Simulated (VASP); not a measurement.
CdSe: pressure as volume per atom varies

Results calculated with VASP 6.6.1, not measured. Plane-wave PAW density functional theory at fixed cell and atoms, no spin polarisation; stress and pressure are positive in compression.

Cell of the first row (space group F-43m, No. 216):
```
CdSe
1.0
      0.0000     2.9451     2.9451
      2.9451     0.0000     2.9451
      2.9451     2.9451     0.0000
Cd Se
1 1
Direct
  0.00000 0.00000 0.00000
  0.25000 0.25000 0.25000
```

Settings of every row: functional PBE; spin orbit no; screening parameter 0 Å⁻¹; occupations Fermi-Dirac; smearing width 0.02 eV; wave cutoff 520 eV; datasets recommended PBE set; valence electrons 18; k mesh a 8; k mesh b 8; k mesh c 8.

| row | volume per atom (Å³) | pressure (GPa) |
| --- | --- | --- |
| 1 | 25.544 | 10.18 |
| 2 | 26.35 | 7.6 |
| 3 | 27.174 | 5.35 |
| 4 | 28.014 | 3.39 |
| 5 | 28.872 | 1.69 |
| 6 | 29.747 | 0.22 |
| 7 | 30.639 | -1.04 |
| 8 | 31.549 | ? |
| 9 | 32.477 | -3.05 |

Question: what pressure should row 8 give?

Worked fit of pressure. Take u = (V_r/V)^(2/3) − 1 with V_r = 28.443 Å³ an atom, which is twice the finite (Eulerian) strain; such expansions in the strain, on which the Birch-Murnaghan equation of state is built, carry the rest volume and the bulk modulus. The shown rows have u = 0.0743, 0.05228, 0.0309, 0.01018, -0.00993, -0.02944, -0.04837, -0.08462. Least squares give pressure = 2.506 + 84.43 × u + 238.9 × u² + 201 × u³ GPa; a parabola predicts inner rows, each left out in turn, worse (root mean square 0.025 against 0.0023 GPa). All shown rows lie on it to the printed digit. The pressure vanishes at u = -0.0326, or V = 29.89 Å³ an atom, and there the bulk modulus at fixed shape and fractions is B = −V dP/dV = (2/3)(1 + u) dP/du = 44.8 GPa. The withheld row has u = -0.06676, so the fit gives 2.506 + 84.43 × (-0.06676) + 238.9 × (-0.06676)² + 201 × (-0.06676)³ = -2.13 GPa.

The calculation gave -2.12 GPa. The fit lies 0.01 GPa (0.076 % of the column's range) below it, one unit of the last digit.
